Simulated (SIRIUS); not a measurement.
## Ti under changes of volume

One of the cells (18.030 Å³/atom); the others are scaled copies at fixed shape and fractional positions:

```
Ti
1.0
    -1.65187    1.65187    1.65187
     1.65187   -1.65187    1.65187
     1.65187    1.65187   -1.65187
Ti
1
Direct
  0.00000 0.00000 0.00000
```

This isn't the form of Ti at room conditions, which is hcp.

- Program: SIRIUS 7.12.0
- Functional: PBEsol
- Potentials or basis: PseudoDojo 0.4.1 PBEsol standard (scalar relativistic)
- Cutoff: 1152 eV
- Density cutoff: 4606 eV
- k mesh: 11 × 11 × 11
- Occupations: fermi-dirac, width 0.05 eV
- Spin: no spin polarisation

```tsv
volume (Å³/atom)	energy over the lowest point (meV/atom)	pressure (GPa)
16.616	0.00	-0.6
16.969	?	?
17.323	13.30	-4.9
18.030	43.64	-8.4
18.383	64.23	-9.9
18.737	88.02	-11.3
```

Question: What does the run at 16.969 Å³/atom give?

Answer: Energy over the lowest point 4.30 meV/atom; pressure -2.8 GPa.

Worked out: A Birch-Murnaghan fit of order 3 (a polynomial in V^(-2/3)) to the other rows has its minimum at 16.50 Å³/atom, just outside them, with B0 = V·E''(V) = 113 GPa and B' = 3.6. It gives 4.29 meV/atom at 16.969 Å³/atom, against the run's 4.30, and -dE/dV = -3.0 GPa, against -2.8.

Energies are extrapolated to zero smearing.
